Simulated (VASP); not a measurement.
The system is TePb.

```
Te Pb
1.0
     0.00000    3.23100    3.23100
     3.23100    0.00000    3.23100
     3.23100    3.23100    0.00000
Te Pb
1 1
Direct
  0.50000 0.50000 0.50000
  0.00000 0.00000 0.00000
```

```yaml
Program: VASP 6.6.1
Task: relaxation of cell and atoms
Functional: r2SCAN
Potentials_or_basis: VASP PAW PBE potentials, release 64 (Te, Pb_d)
Cutoff: 600 eV
k_mesh: 8 × 8 × 8
Occupations: gaussian, width 0.03 eV
Spin: no spin polarisation
```

At the start: pressure 1.5 GPa; volume 33.73 Å³/atom.

**Question.** Where does the relaxation end?

**Answer.** Over 3 steps the energy falls by 5.4 meV/atom and the volume is 34.89 Å³/atom (+3.4 %); space group Fm-3m (No. 225, to 0.05 Å).

Step by step:
```tsv
step	energy change (eV)	largest force (eV/Å)	pressure (GPa)	volume (Å³)
1	0.0000	0.0000	1.55	67.46
2	-0.0094	0.0000	-0.53	70.69
3	-0.0109	0.0000	0.01	69.78
```

Final structure:
```cif
data_structure
_symmetry_space_group_name_H-M 'P 1'
_symmetry_Int_Tables_number 1
_cell_length_a 4.6211
_cell_length_b 4.6211
_cell_length_c 4.6211
_cell_angle_alpha 60.000
_cell_angle_beta 60.000
_cell_angle_gamma 60.000
_cell_volume 69.78
loop_
_atom_site_label
_atom_site_type_symbol
_atom_site_fract_x
_atom_site_fract_y
_atom_site_fract_z
_atom_site_occupancy
Te1 Te 0.50000 0.50000 0.50000 1
Pb1 Pb 0.00000 0.00000 0.00000 1
```

Caveat: the PAW data sets were made with another functional, which shifts forces and pressure a little.
